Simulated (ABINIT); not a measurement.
Mg:

```
Mg
1.0
     3.17683    0.00000    0.00000
    -1.58841    2.75121    0.00000
     0.00000    0.00000   10.31886
Mg
4
Direct
  0.66667 0.33333 0.75000
  0.00000 0.00000 0.50000
  0.33333 0.66667 0.25000
  0.00000 0.00000 0.00000
```

Base run:

| Quantity | Value |
| --- | --- |
| Program | ABINIT 10.8.3 (patched build) |
| Functional | SOGGA |
| Potentials or basis | JTH PAW PBE v2.0 |
| Cutoff | 517 eV |
| k mesh | 10 × 10 × 3 |
| Occupations | fermi-dirac, width 0.05 eV |
| Spin | no spin polarisation |

Its results: band gap on the k mesh none (metal or under the smearing width); pressure -0.3 GPa.

Task: After a change of settings the same cell gave: band gap on the k mesh none (metal or under the smearing width); pressure 1.3 GPa. Which change was it?
A. functional from SOGGA to rPW86PBE
B. functional from SOGGA to BLYP
C. functional from SOGGA to PBEsol; k mesh from 10 × 10 × 3 to 13 × 13 × 4
D. functional from SOGGA to PBEsol; k mesh from 10 × 10 × 3 to 8 × 8 × 2

Result: B.

BLYP binds less tightly than SOGGA, so the same cell stands under more pressure.

Caveats: the PAW data sets were made with another functional, which shifts forces and pressure a little.
